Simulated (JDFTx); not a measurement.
# HfC under changes of volume

One of the cells (12.568 Å³/atom); the others are scaled copies at fixed shape and fractional positions:

```
Hf C
1.0
     0.00000    2.32500    2.32500
     2.32500    0.00000    2.32500
     2.32500    2.32500    0.00000
Hf C
1 1
Direct
  0.50000 0.50000 0.50000
  0.00000 0.00000 0.00000
```

```yaml
Program: JDFTx 1.7.0 (patched build)
Functional: PBEsol
Potentials_or_basis: PseudoDojo-SR-PBEsol-0.4.1-standard with smoothed tails
Cutoff: 1116 eV
Density_cutoff: 8925 eV
k_mesh: 10 × 10 × 10
Occupations: fermi-dirac, width 0.05 eV
Spin: no spin polarisation
```

```tsv
volume (Å³/atom)	energy over the lowest point (meV/atom)	pressure (GPa)
11.814	?	?
12.065	1.87	3.8
12.317	0.00	-1.5
12.568	6.01	-6.2
12.819	19.13	-10.5
13.071	38.67	-14.4
13.322	63.99	-17.9
```

What does the run at 11.814 Å³/atom give?

Energy over the lowest point 12.46 meV/atom; pressure 9.7 GPa.

Worked out: A Birch-Murnaghan fit of order 3 (a polynomial in V^(-2/3)) to the other rows has its minimum at 12.25 Å³/atom with B0 = V·E''(V) = 251 GPa and B' = 4.0. It gives 12.44 meV/atom at 11.814 Å³/atom, against the run's 12.46, and -dE/dV = 9.7 GPa, against 9.7.

Energies are extrapolated to zero smearing.
